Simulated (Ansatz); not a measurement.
Crystal: SnO2.

```
Sn O
1.0
     1.61709    0.93363    4.80059
    -1.61709    0.93363    4.80059
     0.00000   -1.86726    4.80059
Sn O
1 2
Direct
  0.50000 0.50000 0.50000
  0.76283 0.76283 0.76283
  0.23717 0.23717 0.23717
```

Measurements of this composition are mostly on another form, of space group No. 136.

| Item | Value |
| --- | --- |
| Program | Ansatz 0.2.0 |
| Task | relaxation of cell and atoms |
| Functional | PBE |
| Dispersion | D3(BJ)-ATM |
| Potentials or basis | Ansatz PAW |
| Cutoff | 420 eV (not typed: the program's choice for these potentials) |
| k mesh | 10 × 10 × 10 |
| Occupations | fermi-dirac, width 0.05 eV |
| Spin | no spin polarisation |

At the start: volume 14.50 Å³/atom.

Q: Where does the relaxation end?

A: It ends after 11 steps and the volume is 13.09 Å³/atom (-9.7 %); space group R-3m (No. 166, to 0.05 Å).

The path:
```tsv
step	energy change (eV)	largest force (eV/Å)	volume (Å³)
1	0.0000	0.1235	43.49
2	-0.0282	0.0691	41.24
3	-0.0420	0.0952	39.68
4	-0.0416	0.0027	39.98
5	-0.0415	0.0017	39.99
6	-0.0327	0.0033	39.99
7	-0.0370	0.0012	39.37
8	-0.0368	0.0001	39.41
9	-0.0342	0.0008	39.41
10	-0.0350	0.0005	39.28
11	-0.0344	0.0008	39.28
```

Final structure:
```
CELL_PARAMETERS angstrom
1.61869 0.93455 4.32787
-1.61869 0.93455 4.32787
0.00000 -1.86910 4.32787
ATOMIC_POSITIONS crystal
Sn 0.50000 0.50000 0.50000
O 0.75688 0.75688 0.75688
O 0.24312 0.24312 0.24312
```

Caveat: the plane-wave basis is chosen anew once the cell has moved, so the energies of steps on either side of that aren't comparable; the pressure holds a Pulay correction of +0.8 GPa for the finite cutoff.
